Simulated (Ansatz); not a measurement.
## Formation energy of antiNiAs-structured BaS

Level of theory: DFT, PBE, scalar-relativistic, no spin polarisation; plane waves to 420 eV with PAW datasets (Ansatz 0.2.0), 8×8×6 k-mesh, Gaussian smearing of 0.05 eV. The datasets are Ansatz's generated set soft_2.

The start was a prototype's sites filled with these elements. The Crystallography Open Database lists the compound in space group Fm-3m (rock salt), so this is a trial structure.

The structure is hexagonal, space group P6_3/mmc (No. 194). Conventional cell: a = 4.412 Å, b = 4.412 Å, c = 7.754 Å, α = 90.00°, β = 90.00°, γ = 120.00°. Around Ba (site symmetry -6m2) lie 6 S at 3.20 Å. Around S (site symmetry -3m) lie 6 Ba at 3.20 Å. (Neighbours are counted to 15 % beyond the shortest distance.)

The elements were computed in their standard states with the same datasets, cutoff and functional. Absolute energies hang on the potentials; compare differences alone.

Energy of the relaxed cell (4 atoms, smearing extrapolated to zero): -13711.487 eV. Elements, in eV/atom: Ba -5949.540, S -902.059.

Problem. What is the formation energy?

Solution. [-13711.487 − (2 × -5949.540 + 2 × -902.059)] / 4 = -2.07 eV/atom, or -200 kJ per mole of atoms.

The value is for 0 K, without zero-point energy. Uncorrected semilocal values for oxides, chalcogenides and halides often miss by tenths of an eV an atom. A negative value shows stability against the elements alone, not against other compounds or structures.

Bader charges against formal ones: Ba +1.40 (+2), S −1.40 (−2). The cations give up 70 % of the formal charge; Bader charges stay under formal ones because the anions' density reaches into the cations' basins.

Formal charges Ba²⁺, S²⁻ balance and leave closed shells on every ion, so a band insulator is expected, and the gap is 1.98 eV.

Semilocal functionals underestimate band gaps, commonly by a third or more. No spin–orbit coupling, a notable omission for heavy elements.
